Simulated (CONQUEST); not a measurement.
Crystal: ZnSe (Stilleite).

```xyz
4
Lattice="4.0076 0.0000 0.0000 0.0000 4.0076 0.0000 0.0000 0.0000 5.6676" Properties=species:S:1:pos:R:3 pbc="T T T"
Se    0.0000    2.0038    1.4169
Se    2.0038    0.0000    4.2507
Zn    0.0000    0.0000    0.0000
Zn    2.0038    2.0038    2.8338
```

Base run:

```yaml
Program: CONQUEST 1.3
Functional: PBE
Potentials_or_basis: PseudoDojo NC PBE, DZP, grid cutoff 120 Ha
k_mesh: 7 × 7 × 5
Occupations: fermi-dirac, width 0.05 eV
Spin: no spin polarisation
```

Its results: band gap on the k mesh 1.49 eV; pressure 4.3 GPa.

The run is repeated on the same cell with these changes: potentials or basis from PseudoDojo NC PBE, DZP, grid cutoff 120 Ha to PseudoDojo NC PBE, SZ, grid cutoff 120 Ha. What comes out?

Band gap on the k mesh 0.78 eV; pressure 11.9 GPa.

Caveats: an odd mesh through Γ misses points on the zone boundary, where band edges often lie; the basis of atomic orbitals isn't converged, which shifts pressures, moduli and gaps; the real-space grid breaks the cell's symmetry a little; the atomic basis is small (some runs).
